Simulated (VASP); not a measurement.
# CdSe (Cadmoselite) (P6_3mc) in VASP: further runs

The runs below take CdSe (Cadmoselite) through Berry-phase polarisation, Wannier functions by SCDM, dielectric tensor, with PBE.

Everything below comes from runs of VASP 6.6.1. Logs are shortened: lines on timing, memory, paths and dates and some standing lists are left out, and cuts for length are marked.

**The experiment to reproduce.**

A printed reference work, data compilation reports, for a bulk crystal of CdSe at 2 K: band gap 1.841 eV.

How close the calculation comes is told below.

**1. Starting point**

Symmetry: P6_3mc, No. 186, hexagonal system. Conventional cell: a = 4.300 Å, b = 4.300 Å, c = 7.020 Å, α = 90.00°, β = 90.00°, γ = 120.00°. Cd (site symmetry 3m) has 4 Se at 2.61 to 2.70 Å as nearest neighbours. Se (site symmetry 3m) has 4 Cd at 2.61 to 2.70 Å as nearest neighbours.

**2. Berry-phase polarisation, PBE**

The input, INCAR:

```
SYSTEM = CdSe
PREC     = Accurate       ! precision mode
ENCUT    = 520            ! plane-wave cutoff, eV
EDIFF    = 1E-6           ! SCF threshold, eV
ISMEAR   = 0              ! smearing method
SIGMA    = 0.02           ! smearing width, eV
LREAL    = .False.        ! projectors in reciprocal space
LASPH    = .True.         ! aspherical terms in the spheres
NELM     = 100            ! most SCF steps
ALGO     = Normal         ! electronic algorithm
ISIF     = 2              ! what is computed and relaxed
LWAVE    = .False.        ! write WAVECAR
LCHARG   = .False.        ! write CHGCAR
GGA      = PE             ! functional
LCALCPOL = .True.
```

The input, KPOINTS:

```
Automatic mesh
0
Gamma
  7 7 4
  0 0 0
```

The input, POSCAR:

```
CdSe
1.0
    4.3000000000      0.0000000000      0.0000000000
   -2.1500000000      3.7239092363      0.0000000000
    0.0000000000      0.0000000000      7.0200000000
Cd Se
2 2
Direct
    0.6666666667      0.3333333333      0.5000000000
    0.3333333333      0.6666666667      0.0000000000
    0.6666666667      0.3333333333      0.8850000000
    0.3333333333      0.6666666667      0.3850000000
```

Potentials or basis: VASP PAW PBE potentials, release 64 (Cd, Se).

Launch:

```sh
$ cat potpaw_PBE.64/Cd/POTCAR potpaw_PBE.64/Se/POTCAR > POTCAR
$ mpirun -np 1 vasp_std > vasp.out
```

OUTCAR:

```text
SYSTEM = CdSe
   PREC = Accurate
   ENCUT = 520
   EDIFF = 1E-6
   ISMEAR = 0
   LREAL = .False.
   LASPH = .True.
   NELM = 100
   ISIF = 2
   GGA = PE

 ion  position               nearest neighbor table
   1  0.667  0.333  0.500-   4 2.61   4 2.61   4 2.61   3 2.70
   2  0.333  0.667  0.000-   3 2.61   3 2.61   3 2.61   4 2.70
   3  0.667  0.333  0.885-   2 2.61   2 2.61   2 2.61   1 2.70
   4  0.333  0.667  0.385-   1 2.61   1 2.61   1 2.61   2 2.70

  LATTYP: Found a hexagonal cell.
 ALAT       =     4.3000000000
 C/A-ratio  =     1.6325581395

  Lattice vectors:

 A1 = (   4.3000000000,   0.0000000000,   0.0000000000)
 A2 = (  -2.1500000000,   3.7239092363,   0.0000000000)
 A3 = (   0.0000000000,   0.0000000000,   7.0200000000)

Analysis of symmetry for initial positions (statically):
=====================================================================
 Subroutine PRICEL returns:
 Original cell was already a primitive cell.

 Routine SETGRP: Setting up the symmetry group for a
 hexagonal supercell.

 Subroutine GETGRP returns: Found 12 space group operations
 (whereof  6 operations were pure point group operations)
 out of a pool of 24 trial point group operations.

The static configuration has the point symmetry C_3v.
 The point group associated with its full space group is C_6v.

Analysis of symmetry for dynamics (positions and initial velocities):
=====================================================================
 Subroutine PRICEL returns:
 Original cell was already a primitive cell.

 Routine SETGRP: Setting up the symmetry group for a
 hexagonal supercell.

 Subroutine GETGRP returns: Found 12 space group operations
 (whereof  6 operations were pure point group operations)
 out of a pool of 24 trial point group operations.

The dynamic configuration has the point symmetry C_3v.
 The point group associated with its full space group is C_6v.

 Subroutine INISYM returns: Found 12 space group operations
 (whereof  6 operations are pure point group operations),
 and found     1 'primitive' translations

----------------------------------------------------------------------------------------

                                     Primitive cell

  volume of cell :     112.4099

  direct lattice vectors                    reciprocal lattice vectors
     4.300000000  0.000000000  0.000000000     0.232558140  0.134267504  0.000000000
    -2.150000000  3.723909236  0.000000000     0.000000000  0.268535009  0.000000000
     0.000000000  0.000000000  7.020000000     0.000000000  0.000000000  0.142450142

  length of vectors
     4.300000000  4.300000000  7.020000000     0.268535009  0.268535009  0.142450142

  position of ions in fractional coordinates (direct lattice)
     0.666666667  0.333333333  0.500000000
     0.333333333  0.666666667  0.000000000
     0.666666667  0.333333333  0.885000000
     0.333333333  0.666666667  0.385000000

  ion indices of the primitive-cell ions
   primitive index   ion index
                 1           1
                 2           2
                 3           3
                 4           4

----------------------------------------------------------------------------------------

 KPOINTS: Automatic mesh

Automatic generation of k-mesh.
 Grid dimensions read from file:
 generate k-points for:    7    7    4

 Generating k-lattice:

  Cartesian coordinates                     Fractional coordinates (reciprocal lattice)
     0.033222591  0.019181072  0.000000000     0.142857143  0.000000000  0.000000000
     0.000000000  0.038362144  0.000000000     0.000000000  0.142857143  0.000000000
     0.000000000  0.000000000  0.035612536     0.000000000  0.000000000  0.250000000

  Length of vectors
     0.038362144  0.038362144  0.035612536

  Shift w.r.t. Gamma in fractional coordinates (k-lattice)
     0.000000000  0.000000000  0.000000000

 Subroutine IBZKPT returns following result:
 ===========================================

 Found     24 irreducible k-points:

 Following reciprocal coordinates:
            Coordinates               Weight
  0.000000  0.000000  0.000000      1.000000
  0.142857  0.000000  0.000000      6.000000
  0.285714 -0.000000  0.000000      6.000000
  0.428571 -0.000000  0.000000      6.000000
  0.142857  0.142857  0.000000      6.000000
  0.285714  0.142857  0.000000     12.000000
[... 16 lines left out ...]
  0.428571  0.142857  0.500000      6.000000
  0.285714  0.285714  0.500000      6.000000
   k-points           NKPTS =     24   k-points in BZ     NKDIM =     24   number of bands    NBANDS=     22
   number of dos      NEDOS =    301   number of ions     NIONS =      4
   total plane-waves  NPLWV =  55296
   dimension x,y,z NGX =    32 NGY =   32 NGZ =   54
   dimension x,y,z NGXF=    64 NGYF=   64 NGZF=  108
   ions per type =               2   2
   NGX,Y,Z   is equivalent  to a cutoff of  12.37, 12.37, 12.79 a.u.
   NGXF,Y,Z  is equivalent  to a cutoff of  24.74, 24.74, 25.58 a.u.
 SYSTEM =  CdSe
   PREC   = accura    normal or accurate (medium, high low for compatibility)
   ISTART =      0    job   : 0-new  1-cont  2-samecut
   ICHARG =      2    charge: 1-file 2-atom 10-const
   ISPIN  =      1    spin polarized calculation?
   LNONCOLLINEAR =      F non collinear calculations
   LSORBIT =      F    spin-orbit coupling
   LASPH  =      T    aspherical Exc in radial PAW
   ENCUT  =  520.0 eV  38.22 Ry    6.18 a.u.   8.00  8.00 13.05*2*pi/ulx,y,z
   NELM   =    100;   NELMIN=  2; NELMDL= -5     # of ELM steps
   EDIFF  = 0.1E-05   stopping-criterion for ELM
   LREAL  =      F    real-space projection
   EDIFFG = 0.1E-04   stopping-criterion for IOM
   NSW    =      0    number of steps for IOM
   IBRION =     -1    ionic relax: 0-MD 1-quasi-New 2-CG
   NFREE  =      0    steps in history (QN), initial steepest desc. (CG)
   ISIF   =      2    stress and relaxation
   ISYM   =      2    0-nonsym 1-usesym 2-fastsym
   POTIM  = 0.5000    time-step for ionic-motion
   TEBEG  =    0.0;   TEEND  =   0.0 temperature during run
   PSTRESS=    0.0 pullay stress
   NELECT =      36.0000    total number of electrons
   NUPDOWN=      -1.0000    fix difference up-down
   EMIN   =  10.00;   EMAX   =-10.00  energy-range for DOS
   EFERMI =   0.00;   METHOD = LEGACY
   ISMEAR =     0;   SIGMA  =   0.02  broadening in eV -4-tet -1-fermi 0-gaus
   EFERMI_NEDOS =   21; number of points for ismear=-14 and -15
   IALGO  =     38    algorithm
   IMIX   =      4    mixing-type and parameters
     AMIX     =   0.40;   BMIX     =  1.00
     AMIX_MAG =   1.60;   BMIX_MAG =  1.00
  volume/ion in A,a.u.               =      28.10       189.64
  Fermi-wavevector in a.u.,A,eV,Ry     =   1.120059  2.116604 17.068937  1.254531
  Thomas-Fermi vector in A             =   2.256702
   LORBIT       =      0    0 simple, 1 ext, 2 COOP (PROOUT), +10 PAW based schemes
   GGA     = PE    functional components
   LHFCALC =     F    Hartree Fock is set to
   AEXX    =    0.0000 exact exchange contribution
   IVDW    =     0    specifies the selected vdW correction
   LEPSILON=     F    determine dielectric tensor
   LRPA    =     F    only Hartree local field effects (RPA)
   LRPA       =     F
 non-spin polarized calculation
 Gauss-broadening in eV      SIGMA  =   0.02
  energy-cutoff  :      520.00
  volume of cell :      112.41
 maximum number of plane-waves:      3042
 NGX is ok and might be reduce to    32
   NGX = 15   NGY = 15   NGZ = 27

 number of electron      35.9999998 magnetization

 Free energy of the ion-electron system (eV)
  ---------------------------------------------------
  ext. energy  EPLUGINS =         0.00000000
  ---------------------------------------------------
  free energy    TOTEN  =       -10.90422386 eV

  energy without entropy =      -10.90422386  energy(sigma->0) =      -10.90422386

 E-fermi :   1.0656     XC(G=0):  -8.8820

 val. band max:        0.9365496404   @ k =   0.0000   0.0000   0.0000
 cond. band min:       1.6391452582   @ k =   0.0000   0.0000   0.0000
 fundamental gap:      0.7025956178
 Fermi energy:         1.0655820428

 k-point     1 :       0.0000    0.0000    0.0000
  band No.  band energies     occupation
      1     -11.6579      2.00000
      2     -11.2918      2.00000
      3      -6.9989      2.00000
      4      -6.9989      2.00000
      5      -6.9434      2.00000
      6      -6.9434      2.00000
[... 14 lines left out ...]
     21       6.8128      0.00000
     22       6.8128      0.00000

 k-point     2 :       0.1429    0.0000    0.0000
  band No.  band energies     occupation
      1     -11.5948      2.00000
      2     -11.2613      2.00000
      3      -6.9727      2.00000
      4      -6.9618      2.00000
      5      -6.9145      2.00000
      6      -6.9103      2.00000
[... 14 lines left out ...]
     21       6.2970      0.00000
     22       7.1451      0.00000

 k-point     3 :       0.2857   -0.0000    0.0000
  band No.  band energies     occupation
      1     -11.4441      2.00000
      2     -11.1994      2.00000
      3      -6.9204      2.00000
      4      -6.9068      2.00000
      5      -6.8354      2.00000
      6      -6.8112      2.00000
[... 14 lines left out ...]
     21       6.1366      0.00000
     22       6.7624      0.00000

 k-point     4 :       0.4286   -0.0000    0.0000
  band No.  band energies     occupation
      1     -11.3054      2.00000
      2     -11.1659      2.00000
      3      -6.8884      2.00000
      4      -6.8863      2.00000
      5      -6.7768      2.00000
      6      -6.7310      2.00000
[... 14 lines left out ...]
     21       5.8065      0.00000
     22       7.0024      0.00000

 k-point     5 :       0.1429    0.1429    0.0000
  band No.  band energies     occupation
      1     -11.4876      2.00000
      2     -11.2154      2.00000
      3      -6.9371      2.00000
      4      -6.9128      2.00000
      5      -6.8581      2.00000
      6      -6.8463      2.00000
[... 14 lines left out ...]
     21       6.0541      0.00000
     22       6.7114      0.00000

 k-point     6 :       0.2857    0.1429    0.0000
  band No.  band energies     occupation
      1     -11.3398      2.00000
      2     -11.1709      2.00000
      3      -6.9064      2.00000
      4      -6.8678      2.00000
      5      -6.7937      2.00000
      6      -6.7689      2.00000
[... 14 lines left out ...]
     21       5.9197      0.00000
     22       6.7642      0.00000

 k-point     7 :       0.4286    0.1429    0.0000
  band No.  band energies     occupation
      1     -11.2593      2.00000
      2     -11.1656      2.00000
      3      -6.8981      2.00000
      4      -6.8524      2.00000
      5      -6.7681      2.00000
      6      -6.7216      2.00000
[... 324 lines left out ...]
      6      -6.8297      2.00000
[... 14 lines left out ...]
     21       5.7592      0.00000
     22       5.7592      0.00000

 k-point    21 :       0.1429    0.1429    0.5000
  band No.  band energies     occupation
      1     -11.3472      2.00000
      2     -11.3472      2.00000
      3      -6.9043      2.00000
      4      -6.9043      2.00000
      5      -6.8798      2.00000
      6      -6.8798      2.00000
[... 14 lines left out ...]
     21       5.8372      0.00000
     22       5.8372      0.00000

 k-point    22 :       0.2857    0.1429    0.5000
  band No.  band energies     occupation
      1     -11.2490      2.00000
      2     -11.2490      2.00000
      3      -6.8557      2.00000
      4      -6.8557      2.00000
      5      -6.8307      2.00000
      6      -6.8307      2.00000
[... 14 lines left out ...]
     21       6.0669      0.00000
     22       6.0669      0.00000

 k-point    23 :       0.4286    0.1429    0.5000
  band No.  band energies     occupation
      1     -11.2052      2.00000
      2     -11.2052      2.00000
      3      -6.8365      2.00000
      4      -6.8365      2.00000
      5      -6.8229      2.00000
      6      -6.8229      2.00000
[... 14 lines left out ...]
     21       6.0533      0.00000
     22       6.0533      0.00000

 k-point    24 :       0.2857    0.2857    0.5000
  band No.  band energies     occupation
      1     -11.1952      2.00000
      2     -11.1952      2.00000
      3      -6.8290      2.00000
      4      -6.8290      2.00000
      5      -6.8101      2.00000
      6      -6.8101      2.00000
[... 14 lines left out ...]
     21       6.7054      0.00000
     22       6.7054      0.00000

------------------------ aborting loop because EDIFF is reached ----------------------------------------

            Ionic dipole moment: p[ion]=(     0.00000     0.00000   -30.74760 ) |e| Angst

 Total electronic dipole moment: p[elc]=(    -0.00000    -0.00000     5.82267 ) |e| Angst

  FORCE on cell =-STRESS in cart. coord.  units (eV):
  Direction    XX          YY          ZZ          XY          YZ          ZX
  --------------------------------------------------------------------------------------
  -------------------------------------------------------------------------------------
  Total        2.8306764      2.8306764      1.3549457      0.0000000      0.0000000      0.0000000
  in kB       40.3455974     40.3455974     19.3120248      0.0000000      0.0000000      0.0000000
  external PRESSURE =      33.3344065 kB  Pullay stress =       0.0000000 kB

 VOLUME and BASIS-vectors are now :
 -----------------------------------------------------------------------------
  energy-cutoff  :      520.00
  volume of cell :      112.41
      direct lattice vectors                 reciprocal lattice vectors
     4.300000000  0.000000000  0.000000000     0.232558140  0.134267504  0.000000000
    -2.150000000  3.723909236  0.000000000     0.000000000  0.268535009  0.000000000
     0.000000000  0.000000000  7.020000000     0.000000000  0.000000000  0.142450142

 POSITION                                       TOTAL-FORCE (eV/Angst)
 -----------------------------------------------------------------------------------
      2.15000      1.24130      3.51000         0.000000     -0.000000      0.291248
     -0.00000      2.48261      0.00000        -0.000000      0.000000      0.291248
      2.15000      1.24130      6.21270        -0.000000      0.000000     -0.291248
     -0.00000      2.48261      2.70270         0.000000     -0.000000     -0.291248
 -----------------------------------------------------------------------------------
    total drift:                               -0.000000     -0.000000      0.000041

  FREE ENERGIE OF THE ION-ELECTRON SYSTEM (eV)
  ---------------------------------------------------
  free  energy   TOTEN  =       -10.9042238577 eV

  energy  without entropy=      -10.9042238577  energy(sigma->0) =      -10.90422386
```

Wall time 46 s (1 thread of Intel Xeon 6975P-C (Granite Rapids), shared host); peak memory 0.27 GiB.

Dipole moments of the cell (e·Å, modulo the quantum): ionic 0.000, 0.000, -30.748; electronic 0.000, 0.000, 5.823

(Part 1 of 2 ends here.)
